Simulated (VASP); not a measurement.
# Mg (P6/mmm) in VASP: reference runs

Reference runs on Mg: the cell as given and a disturbed copy, and energy against volume gives the equilibrium volume and stiffness.

Everything below comes from runs of VASP 6.6.1. Logs are shortened: lines on timing, memory, paths and dates and some standing lists are left out, and cuts for length are marked.

## 1. The structure

The structure is hexagonal, space group P6/mmm (No. 191). Conventional cell: a = 3.050 Å, b = 3.050 Å, c = 3.045 Å, α = 90.00°, β = 90.00°, γ = 120.00°. Around Mg (site symmetry 6/mmm) lie 8 Mg at 3.04 to 3.05 Å.

This isn't the form of Mg at room conditions, which is hcp.

## 2. Single point, PBE

File INCAR:

```
PREC = Accurate
ENCUT = 520
EDIFF = 1E-7
ISMEAR = -1
SIGMA = 0.05
LREAL = False
LASPH = True
NELM = 60
ALGO = Normal
ISIF = 2
LWAVE = False
LCHARG = False
GGA = PE
NBANDS = 7
```

File KPOINTS:

```
Automatic mesh
0
Gamma
  10 10 9
```

File POSCAR:

```
Mg
1.0
    3.0502998005      0.0000000000      0.0000000000
   -1.5251499003      2.6416371164      0.0000000000
    0.0000000000      0.0000000000      3.0448375700
Mg
1
Direct
    0.0000000000      0.0000000000      0.0000000000
```

Potentials or basis: VASP PAW PBE potentials, release 64 (Mg).

Run with:

```
$ cat potpaw_PBE.64/Mg/POTCAR > POTCAR
$ mpirun -np 1 vasp_std > vasp.out
```

OUTCAR:

```text
PREC = Accurate
   ENCUT = 520
   EDIFF = 1E-7
   ISMEAR = -1
   LREAL = False
   LASPH = True
   NELM = 60
   ISIF = 2
   GGA = PE

 ion  position               nearest neighbor table
   1  0.000  0.000  0.000-

  LATTYP: Found a hexagonal cell.
 ALAT       =     3.0502998005
 C/A-ratio  =     0.9982092808

  Lattice vectors:

 A1 = (   3.0502998005,   0.0000000000,   0.0000000000)
 A2 = (  -1.5251499003,   2.6416371164,   0.0000000000)
 A3 = (   0.0000000000,   0.0000000000,   3.0448375700)

Analysis of symmetry for initial positions (statically):
=====================================================================
 Subroutine PRICEL returns:
 Original cell was already a primitive cell.

 Routine SETGRP: Setting up the symmetry group for a
 hexagonal supercell.

 Subroutine GETGRP returns: Found 24 space group operations
 (whereof 24 operations were pure point group operations)
 out of a pool of 24 trial point group operations.

The static configuration has the point symmetry D_6h.

Analysis of symmetry for dynamics (positions and initial velocities):
=====================================================================
 Subroutine PRICEL returns:
 Original cell was already a primitive cell.

 Routine SETGRP: Setting up the symmetry group for a
 hexagonal supercell.

 Subroutine GETGRP returns: Found 24 space group operations
 (whereof 24 operations were pure point group operations)
 out of a pool of 24 trial point group operations.

The dynamic configuration has the point symmetry D_6h.

 Subroutine INISYM returns: Found 24 space group operations
 (whereof 24 operations are pure point group operations),
 and found     1 'primitive' translations

----------------------------------------------------------------------------------------

                                     Primitive cell

  volume of cell :      24.5346

  direct lattice vectors                    reciprocal lattice vectors
     3.050299800  0.000000000  0.000000000     0.327836628  0.189276565  0.000000000
    -1.525149900  2.641637116  0.000000000     0.000000000  0.378553130  0.000000000
     0.000000000  0.000000000  3.044837570     0.000000000  0.000000000  0.328424744

  length of vectors
     3.050299800  3.050299801  3.044837570     0.378553130  0.378553130  0.328424744

  position of ions in fractional coordinates (direct lattice)
     0.000000000  0.000000000  0.000000000

  ion indices of the primitive-cell ions
   primitive index   ion index
                 1           1

----------------------------------------------------------------------------------------

 KPOINTS: Automatic mesh

Automatic generation of k-mesh.
 Grid dimensions read from file:
 generate k-points for:   10   10    9

 Generating k-lattice:

  Cartesian coordinates                     Fractional coordinates (reciprocal lattice)
     0.032783663  0.018927657  0.000000000     0.100000000  0.000000000  0.000000000
     0.000000000  0.037855313  0.000000000     0.000000000  0.100000000  0.000000000
     0.000000000  0.000000000  0.036491638     0.000000000  0.000000000  0.111111111

  Length of vectors
     0.037855313  0.037855313  0.036491638

  Shift w.r.t. Gamma in fractional coordinates (k-lattice)
     0.000000000  0.000000000  0.000000000

 Subroutine IBZKPT returns following result:
 ===========================================

 Found     70 irreducible k-points:

 Following reciprocal coordinates:
            Coordinates               Weight
  0.000000  0.000000  0.000000      1.000000
  0.100000  0.000000  0.000000      6.000000
  0.200000  0.000000  0.000000      6.000000
  0.300000  0.000000  0.000000      6.000000
  0.400000  0.000000  0.000000      6.000000
  0.500000  0.000000  0.000000      3.000000
[... 16 lines left out ...]
  0.300000  0.100000  0.111111     24.000000
  0.400000  0.100000  0.111111     24.000000
 [... further k-points ...]
   k-points           NKPTS =     70   k-points in BZ     NKDIM =     70   number of bands    NBANDS=      7
   number of dos      NEDOS =    301   number of ions     NIONS =      1
   total plane-waves  NPLWV =  13824
   dimension x,y,z NGX =    24 NGY =   24 NGZ =   24
   dimension x,y,z NGXF=    48 NGYF=   48 NGZF=   48
   ions per type =               1
   NGX,Y,Z   is equivalent  to a cutoff of  13.08, 13.08, 13.10 a.u.
   NGXF,Y,Z  is equivalent  to a cutoff of  26.16, 26.16, 26.21 a.u.
 SYSTEM =  unknown system
   PREC   = accura    normal or accurate (medium, high low for compatibility)
   ISTART =      0    job   : 0-new  1-cont  2-samecut
   ICHARG =      2    charge: 1-file 2-atom 10-const
   ISPIN  =      1    spin polarized calculation?
   LNONCOLLINEAR =      F non collinear calculations
   LSORBIT =      F    spin-orbit coupling
   LASPH  =      T    aspherical Exc in radial PAW
   ENCUT  =  520.0 eV  38.22 Ry    6.18 a.u.   5.67  5.67  5.66*2*pi/ulx,y,z
   NELM   =     60;   NELMIN=  2; NELMDL= -5     # of ELM steps
   EDIFF  = 0.1E-06   stopping-criterion for ELM
   LREAL  =      F    real-space projection
   EDIFFG = 0.1E-05   stopping-criterion for IOM
   NSW    =      0    number of steps for IOM
   IBRION =     -1    ionic relax: 0-MD 1-quasi-New 2-CG
   NFREE  =      0    steps in history (QN), initial steepest desc. (CG)
   ISIF   =      2    stress and relaxation
   ISYM   =      2    0-nonsym 1-usesym 2-fastsym
   POTIM  = 0.5000    time-step for ionic-motion
   TEBEG  =    0.0;   TEEND  =   0.0 temperature during run
   PSTRESS=    0.0 pullay stress
   NELECT =       2.0000    total number of electrons
   NUPDOWN=      -1.0000    fix difference up-down
   EMIN   =  10.00;   EMAX   =-10.00  energy-range for DOS
   EFERMI =   0.00;   METHOD = LEGACY
   ISMEAR =    -1;   SIGMA  =   0.05  broadening in eV -4-tet -1-fermi 0-gaus
   EFERMI_NEDOS =   21; number of points for ismear=-14 and -15
   IALGO  =     38    algorithm
   IMIX   =      4    mixing-type and parameters
     AMIX     =   0.40;   BMIX     =  1.00
     AMIX_MAG =   1.60;   BMIX_MAG =  1.00
  volume/ion in A,a.u.               =      24.53       165.57
  Fermi-wavevector in a.u.,A,eV,Ry     =   0.709836  1.341396  6.855535  0.503868
  Thomas-Fermi vector in A             =   1.796524
   LORBIT       =      0    0 simple, 1 ext, 2 COOP (PROOUT), +10 PAW based schemes
   GGA     = PE    functional components
   LHFCALC =     F    Hartree Fock is set to
   AEXX    =    0.0000 exact exchange contribution
   IVDW    =     0    specifies the selected vdW correction
   LEPSILON=     F    determine dielectric tensor
   LRPA    =     F    only Hartree local field effects (RPA)
 non-spin polarized calculation
  energy-cutoff  :      520.00
  volume of cell :       24.53
 maximum number of plane-waves:       672
 NGX is ok and might be reduce to    24
   NGX = 11   NGY = 11   NGZ = 11

 number of electron       2.0000000 magnetization

 Free energy of the ion-electron system (eV)
  ---------------------------------------------------
  ext. energy  EPLUGINS =         0.00000000
  ---------------------------------------------------
  free energy    TOTEN  =        -1.28145226 eV

  energy without entropy =       -1.27895652  energy(sigma->0) =       -1.28020439

 E-fermi :   2.2240     XC(G=0):  -8.2649

 val. band max:        2.1464844348   @ k =   0.4000   0.1000   0.0000
 cond. band min:       2.3011548094   @ k =   0.5000   0.0000   0.3333
 fundamental gap:      0.1546703745
 Fermi energy:         2.2240385605

 k-point     1 :       0.0000    0.0000    0.0000
  band No.  band energies     occupation
      1      -4.3781      2.00000
      2      10.2701      0.00000
      3      11.0053      0.00000
      4      14.8304      0.00000
      5      14.8304      0.00000
      6      15.9247      0.00000
      7      15.9247      0.00000

 k-point     2 :       0.1000    0.0000    0.0000
  band No.  band energies     occupation
      1      -4.1620      2.00000
      2      10.1956      0.00000
      3      11.1849      0.00000
      4      12.3263      0.00000
      5      13.6777      0.00000
      6      15.6070      0.00000
      7      17.4443      0.00000

 k-point     3 :       0.2000    0.0000    0.0000
  band No.  band energies     occupation
      1      -3.5167      2.00000
      2       8.5204      0.00000
      3      10.9463      0.00000
      4      11.7246      0.00000
      5      12.4644      0.00000
      6      14.9421      0.00000
      7      19.7495      0.00000

 k-point     4 :       0.3000    0.0000    0.0000
  band No.  band energies     occupation
      1      -2.4509      2.00000
      2       5.7216      0.00000
      3      10.7971      0.00000
      4      11.5862      0.00000
      5      12.6255      0.00000
      6      15.0274      0.00000
      7      19.9468      0.00000

 k-point     5 :       0.4000    0.0000    0.0000
  band No.  band energies     occupation
      1      -0.9801      2.00000
      2       3.1488      0.00000
      3      10.6059      0.00000
      4      11.0586      0.00000
      5      13.8807      0.00000
      6      15.9680      0.00000
      7      17.6272      0.00000
[... 161 lines left out ...]
 k-point    22 :       0.2000    0.1000    0.1111
  band No.  band energies     occupation
      1      -2.6790      2.00000
      2       7.3237      0.00000
      3       8.7195      0.00000
      4      10.4163      0.00000
      5      14.7971      0.00000
      6      16.9360      0.00000
      7      19.1903      0.00000

 k-point    23 :       0.3000    0.1000    0.1111
  band No.  band energies     occupation
      1      -1.4128      2.00000
      2       4.7143      0.00000
      3       8.4751      0.00000
      4      10.8656      0.00000
      5      14.3345      0.00000
      6      16.9677      0.00000
      7      18.0109      0.00000

 k-point    24 :       0.4000    0.1000    0.1111
  band No.  band energies     occupation
      1       0.2396      2.00000
      2       2.3350      0.19596
      3       8.2148      0.00000
      4      12.1081      0.00000
      5      13.4851      0.00000
      6      15.5549      0.00000
      7      19.3438      0.00000

 [... further k-points ...]
[... 5 lines left out ...]
  --------------------------------------------------------------------------------------
  -------------------------------------------------------------------------------------
  Total        0.2327692      0.2327692      0.0517341     -0.0000000     -0.0000000      0.0000000
  in kB       15.2004428     15.2004428      3.3783742     -0.0000000     -0.0000000      0.0000000
  external PRESSURE =      11.2597533 kB  Pullay stress =       0.0000000 kB

 VOLUME and BASIS-vectors are now :
 -----------------------------------------------------------------------------
  energy-cutoff  :      520.00
  volume of cell :       24.53
      direct lattice vectors                 reciprocal lattice vectors
     3.050299800  0.000000000  0.000000000     0.327836628  0.189276565  0.000000000
    -1.525149900  2.641637116  0.000000000     0.000000000  0.378553130  0.000000000
     0.000000000  0.000000000  3.044837570     0.000000000  0.000000000  0.328424744

 POSITION                                       TOTAL-FORCE (eV/Angst)
 -----------------------------------------------------------------------------------
      0.00000      0.00000      0.00000         0.000000      0.000000      0.000000
 -----------------------------------------------------------------------------------
    total drift:                                0.000000      0.000000      0.000000

  FREE ENERGIE OF THE ION-ELECTRON SYSTEM (eV)
  ---------------------------------------------------
  free  energy   TOTEN  =        -1.2814522645 eV

  energy  without entropy=       -1.2789565198  energy(sigma->0) =       -1.28020439
```

Run time: 2.7 s. Hardware: 1 thread of Intel Xeon 6975P-C (Granite Rapids), shared host; peak memory 0.13 GiB.

Results:

```yaml
Free_energy: -1.2815 eV
Pressure: 1.1 GPa
Band_gap_on_the_k_mesh: none (metal or under the smearing width)
```

Stress tensor (GPa, compression positive):
```
1.52 0.00 0.00
0.00 1.52 0.00
0.00 0.00 0.34
```

Levels at points of the mesh, in eV from the Fermi level:
```tsv
k point	band 1	band 2	band 3	band 4
(0.00, 0.00, 0.00)	-6.60	8.05	8.78	12.61
(0.50, 0.00, 0.00)	-1.54	-1.12	8.29	8.66
```

## 3. Single point, PBE (cell strained at random at fixed volume)

File INCAR:

```
SYSTEM = Mg
  ALGO = Normal
  EDIFF = 1E-7
  ENCUT = 520
  GGA = PE
  ISIF = 2
  ISMEAR = -1
  LASPH = .TRUE.
  LCHARG = .FALSE.
  LREAL = .FALSE.
  LWAVE = .FALSE.
  NBANDS = 7
  NELM = 100
  PREC = Accurate
  SIGMA = 0.05
```

File KPOINTS:

```
k-points
0
G
  10 10 9
  0 0 0
```

File POSCAR:

```
Mg
1.0
    2.9514100000      0.0078520000      0.0350120000
   -1.4689050000      2.7073930000     -0.0248790000
    0.0349490000     -0.0084980000      3.0664410000
Mg
1
Direct
    0.0105210000     -0.0153000000      0.0127530000
```

Potentials or basis: VASP PAW PBE potentials, release 64 (Mg).

Run with:

```
$ cat potpaw_PBE.64/Mg/POTCAR > POTCAR
$ mpirun -np 1 vasp_std > vasp.out
```

OUTCAR:

```text
SYSTEM = Mg
   EDIFF = 1E-7
   ENCUT = 520
   GGA = PE
   ISIF = 2
   ISMEAR = -1
   LASPH = .TRUE.
   LREAL = .FALSE.
   NELM = 100
   PREC = Accurate

 ion  position               nearest neighbor table
   1  0.011  0.985  0.013-

  LATTYP: Found a triclinic cell.
 ALAT       =     2.9516281070
 B/A-ratio  =     1.0435951610
 C/A-ratio  =     1.0389696188
 COS(alpha) =     0.0159464981
 COS(beta)  =     0.0232493660
 COS(gamma) =     0.4745924125

  Lattice vectors:

 A1 = (  -2.9514100000,  -0.0078520000,  -0.0350120000)
 A2 = (  -1.4689050000,   2.7073930000,  -0.0248790000)
 A3 = (  -0.0349490000,   0.0084980000,  -3.0664410000)

Analysis of symmetry for initial positions (statically):
=====================================================================
 Subroutine PRICEL returns:
 Original cell was already a primitive cell.

 Routine SETGRP: Setting up the symmetry group for a
 triclinic supercell.

 Subroutine GETGRP returns: Found  2 space group operations
 (whereof  1 operations were pure point group operations)
 out of a pool of  2 trial point group operations.

The static configuration has the point symmetry C_1 .
 The point group associated with its full space group is S_2 .

Analysis of symmetry for dynamics (positions and initial velocities):
=====================================================================
 Subroutine PRICEL returns:
 Original cell was already a primitive cell.

 Routine SETGRP: Setting up the symmetry group for a
 triclinic supercell.

 Subroutine GETGRP returns: Found  2 space group operations
 (whereof  1 operations were pure point group operations)
 out of a pool of  2 trial point group operations.

The dynamic configuration has the point symmetry C_1 .
 The point group associated with its full space group is S_2 .

 Subroutine INISYM returns: Found  2 space group operations
 (whereof  1 operations are pure point group operations),
 and found     1 'primitive' translations

[... 106 lines left out ...]
   EFERMI =   0.00;   METHOD = LEGACY
   ISMEAR =    -1;   SIGMA  =   0.05  broadening in eV -4-tet -1-fermi 0-gaus
   EFERMI_NEDOS =   21; number of points for ismear=-14 and -15
   IALGO  =     38    algorithm
   IMIX   =      4    mixing-type and parameters
     AMIX     =   0.40;   BMIX     =  1.00
     AMIX_MAG =   1.60;   BMIX_MAG =  1.00
  volume/ion in A,a.u.               =      24.53       165.57
  Fermi-wavevector in a.u.,A,eV,Ry     =   0.709836  1.341396  6.855535  0.503868
  Thomas-Fermi vector in A             =   1.796524
   LORBIT       =      0    0 simple, 1 ext, 2 COOP (PROOUT), +10 PAW based schemes
   GGA     = PE    functional components
   LHFCALC =     F    Hartree Fock is set to
   AEXX    =    0.0000 exact exchange contribution
   IVDW    =     0    specifies the selected vdW correction
   LEPSILON=     F    determine dielectric tensor
   LRPA    =     F    only Hartree local field effects (RPA)
 non-spin polarized calculation
  energy-cutoff  :      520.00
  volume of cell :       24.53
 maximum number of plane-waves:       673
 NGX is ok and might be reduce to    24
   NGX = 11   NGY = 11   NGZ = 11

 number of electron       2.0000000 magnetization

 Free energy of the ion-electron system (eV)
  ---------------------------------------------------
  ext. energy  EPLUGINS =         0.00000000
  ---------------------------------------------------
  free energy    TOTEN  =        -1.27326006 eV

  energy without entropy =       -1.27016163  energy(sigma->0) =       -1.27171085

 E-fermi :   2.2453     XC(G=0):  -8.2622

 val. band max:        2.2359666928   @ k =  -0.4000   0.4000   0.4444
 cond. band min:       2.2667290095   @ k =   0.4000   0.4000   0.1111
 fundamental gap:      0.0307623167
 Fermi energy:         2.2452815626

 k-point     1 :       0.0000    0.0000    0.0000
  band No.  band energies     occupation
      1      -4.3802      2.00000
      2      10.1388      0.00000
      3      10.7823      0.00000
      4      14.1785      0.00000
      5      15.1308      0.00000
      6      15.7312      0.00000
      7      16.7027      0.00000
[... 221 lines left out ...]
 k-point    24 :      -0.3000    0.2000    0.0000
  band No.  band energies     occupation
      1      -2.7796      2.00000
      2       7.5965      0.00000
      3       9.2044      0.00000
      4      12.0603      0.00000
      5      12.5461      0.00000
      6      15.5055      0.00000
      7      18.6299      0.00000

 [... further k-points ...]
[... 5 lines left out ...]
  --------------------------------------------------------------------------------------
  -------------------------------------------------------------------------------------
  Total        0.5506479      0.0953994     -0.0392217     -0.0162538     -0.0052766      0.0098002
  in kB       35.9587633      6.2298337     -2.5612797     -1.0614139     -0.3445730      0.6399798
  external PRESSURE =      13.2091058 kB  Pullay stress =       0.0000000 kB

 VOLUME and BASIS-vectors are now :
 -----------------------------------------------------------------------------
  energy-cutoff  :      520.00
  volume of cell :       24.53
      direct lattice vectors                 reciprocal lattice vectors
     2.951410000  0.007852000  0.035012000     0.338372488  0.183554345 -0.003347834
    -1.468905000  2.707393000 -0.024879000    -0.000993502  0.368829479  0.001033457
     0.034949000 -0.008498000  3.066441000    -0.003871529  0.000896643  0.326157564

 POSITION                                       TOTAL-FORCE (eV/Angst)
 -----------------------------------------------------------------------------------
     -1.41493      2.66594      0.01498         0.000000      0.000000      0.000000
 -----------------------------------------------------------------------------------
    total drift:                                0.000000      0.000000      0.000000

  FREE ENERGIE OF THE ION-ELECTRON SYSTEM (eV)
  ---------------------------------------------------
  free  energy   TOTEN  =        -1.2732600628 eV

  energy  without entropy=       -1.2701616310  energy(sigma->0) =       -1.27171085
```

Run time: 13 s. Hardware: 1 thread of Intel Xeon 6975P-C (Granite Rapids), shared host; peak memory 0.2 GiB.

Results:

| Item | Value |
| --- | --- |
| Free energy | -1.2733 eV |
| Pressure | 1.3 GPa |
| Band gap on the k mesh | none (metal or under the smearing width) |

## 4. Equation of state, PBE, 23.06 Å³/atom (volume scaled by 0.94)

File INCAR:

```
ALGO = Normal
EDIFF = 1E-7
ENCUT = 520
GGA = PE
ISIF = 2
ISMEAR = -1
LASPH = T
LCHARG = F
LREAL = F
LWAVE = F
NBANDS = 7
NELM = 80
PREC = Accurate
SIGMA = 0.05
```

File KPOINTS:

```
k-points
0
Gamma
  10 10 9
```

File POSCAR:

```
Mg
1.0
    2.9880313120      0.0000000000      0.0000000000
   -1.4940156560      2.5877110235      0.0000000000
    0.0000000000      0.0000000000      2.9826805869
Mg
1
Direct
    0.0000000000      0.0000000000      0.0000000000
```

Run with:

```
$ cat potpaw_PBE.64/Mg/POTCAR > POTCAR
$ mpirun -np 1 vasp_std > vasp.out
```

It took 3 s on 1 thread of Intel Xeon 6975P-C (Granite Rapids), shared host; peak memory 0.13 GiB.

The run converged. Its results:

```
Free energy            : -1.2612 eV
Pressure               : 3.4 GPa
Band gap on the k mesh : none (metal or under the smearing width)
```

[end of part 1 of 2]
